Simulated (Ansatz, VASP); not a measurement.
# Al2O3 (Al2O3 (R-3c)) in two plane-wave programs, part 2 of 2

One calculation is typed for both programs; each brings its own data sets. How far apart do they land? The cell is taken from a series of runs on this material, whose earlier steps may have relaxed, scaled, displaced or heated it; both programs get it as it stands.

VASP 6.6.1 and Ansatz 0.2.0.

So far: The structure; Ansatz: single point, HSE06 form with 25 % exact exchange.

**3. VASP: single point, HSE06 form with 25 % exact exchange**

Level of this step: HSE06; plane waves and PAW (Al, O) (VASP).

The same cell, functional and mesh now go to VASP, with its own data sets.

Lines of VASP's logs that name or quote its potential files are left out, and so is its time.

The run reads the wave functions of an earlier VASP run, which isn't shown here.

Contents of INCAR:

```
SYSTEM = Al2O3
PREC = Accurate
ENCUT = 520
EDIFF = 1E-06
NELM = 100
ISMEAR = 0
SIGMA = 0.01
LREAL = .FALSE.
ALGO = Normal
LHFCALC = .TRUE.
AEXX = 0.25
GGA = PE
HFSCREEN = 0.208
LASPH = .TRUE.
NBANDS = 34
PRECFOCK = Fast
LORBIT = 11
LWAVE = .FALSE.
LCHARG = .FALSE.
ISIF = 2
ISYM = 0
```

Contents of POSCAR:

```
Al2O3
1.0
    2.3866527206      1.3779345890      4.3376222500
   -2.3866527233      1.3779345912      4.3376222508
    0.0000000006     -2.7558691865      4.3376222492
Al O
4 6
Direct
    0.6479500000      0.6479500000      0.6479500000
    0.8520500000      0.8520500000      0.8520500000
    0.1479500000      0.1479500000      0.1479500000
    0.3520500000      0.3520500000      0.3520500000
    0.4441700000      0.0558300000      0.7500000000
    0.9441700000      0.2500000000      0.5558300000
    0.0558300000      0.7500000000      0.4441700000
    0.7500000000      0.4441700000      0.0558300000
    0.2500000000      0.5558300000      0.9441700000
    0.5558300000      0.9441700000      0.2500000000
```

Contents of KPOINTS:

```
Automatic mesh
0
Gamma
2 2 2
0.25 0.25 0.25
```

The projector-augmented-wave data sets are Al and O (PBE family, release 64).

Command:

```sh
$ export OMP_NUM_THREADS=3
$ mpirun -np 1 vasp_std
```

Numbers of over 12 decimals in the logs are rounded to 6 here.

Output:

```text
[banner, memory and clock lines left out]
running    1 mpi-ranks, on    1 nodes
 distrk:  each k-point on    1 cores,    1 groups
 distr:  one band on    1 cores,    1 groups
 Offloading initialized ...    1 GPUs detected
 POSCAR found type information on POSCAR AlO
 POSCAR found :  2 types and      10 ions
 LDA part: xc-table for (Slater+PW92), standard interpolation
|                                                                             |
|           W    W    AA    RRRRR   N    N  II  N    N   GGGG   !!!           |
|           W    W   A  A   R    R  NN   N  II  NN   N  G    G  !!!           |
|           W    W  A    A  R    R  N N  N  II  N N  N  G       !!!           |
|           W WW W  AAAAAA  RRRRR   N  N N  II  N  N N  G  GGG   !            |
|           WW  WW  A    A  R   R   N   NN  II  N   NN  G    G                |
|           W    W  A    A  R    R  N    N  II  N    N   GGGG   !!!           |
|                                                                             |
|     Your generating k-point grid is not commensurate with the symmetry      |
|     of the lattice. This can cause slow convergence with respect to         |
|     k-points for HF-type calculations.                                      |
|     Suggested SOLUTIONS:                                                    |
|      ) If not already the case, use automatic k-point generation,           |
|      ) and/or shift your grid to Gamma (G) (e.g. required for               |
|        hexagonal, fcc, and fcc-orthorhombic lattices).                      |
|      ) and/or set KBLOWUP = .FALSE.                                         |
|                                                                             |

 found WAVECAR, reading the header
 POSCAR, INCAR and KPOINTS ok, starting setup
 FFT: planning ... GRIDC
 FFT: planning ... GRID_SOFT
 FFT: planning ... GRID
 reading WAVECAR
 the WAVECAR file was read successfully
 initial charge from wavefunction
 entering main loop
       N       E                     dE             d eps       ncg     rms          rms(c)
DAV:   1    -0.902512907808E+02   -0.90251E+02   -0.20660E+00   678   0.792E+00    0.139E+01
DAV:   2    -0.902667151277E+02   -0.15424E-01   -0.61486E-02   712   0.137E+00    0.102E+01
DAV:   3    -0.902630443058E+02    0.36708E-02   -0.28564E-03   692   0.291E-01    0.650E+00
DAV:   4    -0.902619377769E+02    0.11065E-02   -0.64926E-04   696   0.137E-01    0.390E+00
DAV:   5    -0.902615682263E+02    0.36955E-03   -0.11169E-04   694   0.693E-02    0.230E+00
DAV:   6    -0.902614424197E+02    0.12581E-03   -0.42589E-05   696   0.480E-02    0.135E+00
DAV:   7    -0.902614002260E+02    0.42194E-04   -0.15033E-05   688   0.277E-02    0.777E-01
DAV:   8    -0.902613873087E+02    0.12917E-04   -0.47456E-06   688   0.149E-02    0.449E-01
DAV:   9    -0.902613835487E+02    0.37600E-05   -0.14886E-06   484   0.861E-03    0.264E-01
DAV:  10    -0.902613824233E+02    0.11254E-05   -0.78755E-07   332   0.653E-03    0.152E-01
DAV:  11    -0.902613821567E+02    0.26668E-06   -0.29381E-07   318   0.368E-03
   1 F= -.90261382E+02 E0= -.90261382E+02  d E =-.242385E-18
```

From OUTCAR (step 3):

```text
ion  position               nearest neighbor table
   1  0.648  0.648  0.648-   9 1.86   6 1.86  10 1.86   7 1.97   5 1.97   8 1.97   2 2.66   4 2.80
                             4 2.80   4 2.80   2 3.23   2 3.23   2 3.23
   2  0.852  0.852  0.852-   9 1.86  10 1.86   6 1.86   5 1.97   7 1.97   8 1.97   1 2.66   3 2.80
                             3 2.80   3 2.80   1 3.23   1 3.23   1 3.23
   3  0.148  0.148  0.148-   8 1.86   5 1.86   7 1.86  10 1.97   6 1.97   9 1.97   4 2.66   2 2.80
                             2 2.80   2 2.80   4 3.23   4 3.23   4 3.23
   4  0.352  0.352  0.352-   8 1.86   7 1.86   5 1.86   6 1.97  10 1.97   9 1.97   3 2.66   1 2.80
                             1 2.80   1 2.80   3 3.23   3 3.23   3 3.23
   5  0.444  0.056  0.750-   3 1.86   4 1.86   2 1.97   1 1.97
   6  0.944  0.250  0.556-   1 1.86   2 1.86   4 1.97   3 1.97
   7  0.056  0.750  0.444-   4 1.86   3 1.86   1 1.97   2 1.97
   8  0.750  0.444  0.056-   4 1.86   3 1.86   2 1.97   1 1.97
   9  0.250  0.556  0.944-   1 1.86   2 1.86   3 1.97   4 1.97
  10  0.556  0.944  0.250-   2 1.86   1 1.86   3 1.97   4 1.97

 Found      8 irreducible k-points:

   k-points           NKPTS =      8   k-points in BZ     NKDIM =     16   number of bands    NBANDS=     34

   dimension x,y,z NGX =    40 NGY =   40 NGZ =   40
   dimension x,y,z NGXF=    80 NGYF=   80 NGZF=   80

   ENCUT  =  520.0 eV  38.22 Ry    6.18 a.u.   9.56  9.56  9.56*2*pi/ulx,y,z

   NELECT =      48.0000    total number of electrons

 k-points in reciprocal lattice and weights: Automatic mesh
   0.12500000  0.12500000  0.12500000       0.125
  -0.37500000  0.12500000  0.12500000       0.125
   0.12500000 -0.37500000  0.12500000       0.125
   0.12500000  0.12500000 -0.37500000       0.125
  -0.37500000 -0.37500000  0.12500000       0.125
   0.37500000 -0.12500000  0.37500000       0.125
   0.12500000 -0.37500000 -0.37500000       0.125
  -0.37500000 -0.37500000 -0.37500000       0.125

  exchange ACFDT corr.  =         0.00000000  see jH, gK, PRB 81, 115126

 average (electrostatic) potential at core
       1 -67.7125       2 -67.7125       3 -67.7125       4 -67.7125       5 -60.9841
       6 -60.9841       7 -60.9841       8 -60.9841       9 -60.9841      10 -60.9841

 E-fermi :   4.7707

 k-point     1 :       0.1250    0.1250    0.1250
  band No.  band energies     occupation
    ...
     20       4.2194      2.00000
     21       4.2194      2.00000
     22       4.4405      2.00000
     23       4.7104      2.00000
     24       4.7104      2.00000
     25      13.0655      0.00000
     26      15.7808      0.00000
     27      17.4104      0.00000
     28      18.3627      0.00000
     29      18.3627      0.00000
    ...

 k-point     2 :      -0.3750    0.1250    0.1250
  band No.  band energies     occupation
    ...
     20       3.4706      2.00000
     21       3.6055      2.00000
     22       3.9591      2.00000
     23       4.3524      2.00000
     24       4.4641      2.00000
     25      15.9231      0.00000
     26      16.1580      0.00000
     27      16.3151      0.00000
     28      16.8253      0.00000
     29      18.4069      0.00000
    ...

 k-point     3 :       0.1250   -0.3750    0.1250
  band No.  band energies     occupation
    ...
     20       3.4706      2.00000
     21       3.6055      2.00000
     22       3.9591      2.00000
     23       4.3524      2.00000
     24       4.4641      2.00000
     25      15.9231      0.00000
     26      16.1580      0.00000
     27      16.3151      0.00000
     28      16.8253      0.00000
     29      18.4069      0.00000
    ...

  Total       -1.6343619     -1.6343625     -1.2710738      0.0000002     -0.0000008     -0.0000002
  in kB      -30.5941234    -30.5941328    -23.7936217      0.0000032     -0.0000154     -0.0000035
  external PRESSURE =     -28.3272926 kB  Pullay stress =       0.0000000 kB

  energy-cutoff  :      520.00
  volume of cell :       85.59
      direct lattice vectors                 reciprocal lattice vectors
     2.386652721  1.377934589  4.337622250     0.209498431  0.120953975  0.076847018
    -2.386652723  1.377934591  4.337622251    -0.209498431  0.120953975  0.076847018
     0.000000001 -2.755869187  4.337622249    -0.000000000 -0.241907951  0.076847017

 POSITION                                       TOTAL-FORCE (eV/Angst)
 -----------------------------------------------------------------------------------
     -0.00000     -0.00000      8.43169         0.000000     -0.000000      0.005676
     -0.00000     -0.00000     11.08761         0.000000      0.000000     -0.005676
     -0.00000     -0.00000      1.92525        -0.000000     -0.000000      0.005676
     -0.00000     -0.00000      4.58118        -0.000000      0.000000     -0.005676
      0.92683     -1.37793      5.42203        -0.032841      0.000000     -0.000000
      1.65674      0.11369      7.59084        -0.016420     -0.028441     -0.000000
     -1.65674     -0.11369      5.42203         0.016420      0.028441     -0.000000
      0.72991      1.49163      5.42203         0.016420     -0.028441     -0.000000
     -0.72991     -1.49163      7.59084        -0.016420      0.028441      0.000000
     -0.92683      1.37793      7.59084         0.032841      0.000000      0.000000
 -----------------------------------------------------------------------------------
    total drift:                                0.000000      0.000000     -0.000000

  FREE ENERGIE OF THE ION-ELECTRON SYSTEM (eV)
  ---------------------------------------------------
  free  energy   TOTEN  =       -90.2613821567 eV

  energy  without entropy=      -90.2613821567  energy(sigma->0) =      -90.26138216

 total charge
# of ion       s       p       d       tot
------------------------------------------
    1        0.346   0.406   0.000   0.752
    2        0.346   0.406   0.000   0.752
    3        0.346   0.406   0.000   0.752
    4        0.346   0.406   0.000   0.752
    5        1.552   3.666   0.000   5.218
    6        1.552   3.666   0.000   5.218
    7        1.552   3.666   0.000   5.218
    8        1.552   3.666   0.000   5.218
    9        1.552   3.666   0.000   5.218
   10        1.552   3.666   0.000   5.218
--------------------------------------------------
tot         10.695  23.620   0.000  34.315

[... 3 further parts left out ...]
```

The run ends at a pressure of -2.83 GPa, with forces up to 0.033 eV/Å.

**4. Differences**

Known differences besides the potentials themselves: exact exchange at q = 0 is treated differently, which shows on coarse meshes; VASP keeps PBE cores, Ansatz makes them for the functional; fixed occupations in Ansatz, narrow Gaussian smearing in VASP; the cutoff is 420 eV in Ansatz and 520 eV in VASP; VASP takes a coarser grid for exact exchange (PRECFOCK = Fast). Total energies have different zeros and are not compared.

Compared:

```csv
quantity,Ansatz,VASP,difference
gap on the k mesh (eV),8.374,8.355,+0.019
```

At this near-relaxed geometry the largest component of a force difference is 24 meV/Å. A gap on the mesh is an upper bound, since the band edges may lie between its points.

**5. What came out**

```yaml
difference_in_gap_on_the_k_mesh_single_point_hse06_form_with_25_exact_exchange: 0.019 eV
r_m_s_force_difference_single_point_hse06_form_with_25_exact_exchange: 10 meV/Å
```

In words: The r.m.s. force difference is 10 meV/Å (single point, HSE06 form with 25 % exact exchange), within the 12 meV/Å picked in this series as the mark of a large difference. Such differences can come from data sets, numerical settings and the points named under the comparisons, not from the functional's error against experiment.

[Lines on the potential files, build, host, timing and source positions are cut from VASP's logs without a mark.]

[Logs are printed without paths, hosts, clocks, repeated set-up lines and the standing remarks that a program may print on its own settings, such as how far it seeks lower states.]

[Hosts, paths, dates, database ids (printed as entryN), source tags and the programs' standing remarks are cut or masked in the printed files.]
